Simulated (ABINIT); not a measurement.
Runs of ABINIT 10.8.3 (patched build) on ZrB2. It takes space group P6/mmm (No. 191, hexagonal). Conventional cell: a = 3.170 Å, b = 3.170 Å, c = 3.533 Å, α = 90.00°, β = 90.00°, γ = 120.00°. Zr (site symmetry 6/mmm) is surrounded by 12 B at 2.54 Å. B (site symmetry -6m2) is surrounded by 3 B at 1.83 Å. 

| task | level | k mesh | cutoff (eV) | fine-grid cutoff | mesh quality | gap on the mesh (eV) | pressure (GPa) |
| --- | --- | --- | --- | --- | --- | --- | --- |
| single point | PBE | 10 × 10 × 8 | 463 | 925.187 eV | not flagged | none | 0.6 |
| band structure | WC | 10 × 10 × 8 | 463 | 925.187 eV | not flagged | none | -3.5 |
| band structure | SOGGA | 10 × 10 × 8 | 463 | 925.187 eV | not flagged | none | (b) |
| single point | r2SCAN | 8 × 8 × 6 | 544 | 1088.46 eV | not flagged | none | - |
| single point | PBE | 6 × 6 × 5 | 463 | 925.187 eV | coarse | none | 0.8 |
| band structure | PBEsol | 10 × 10 × 8 | 463 | 925.187 eV | not flagged | none | (a) |
| band structure | AM05 | 10 × 10 × 8 | 463 | 925.187 eV | not flagged | none | -4.9 |

Alike in all rows: potentials or basis JTH PAW PBE v2.0; no spin polarisation; cell as given; smearing fermi-dirac 0.05 eV.

Fill in the values left out.

(a) -4.1; (b) -5.4.

Caveats: some runs use coarse meshes; the PAW data sets were made with another functional, which shifts forces and pressure a little (some runs).

A k mesh can miss the band edges, and the runs leave out spin-orbit coupling on Zr.

A gap of «none» marks a metal or a gap under the smearing width.

Not every run made on this cell is shown here.
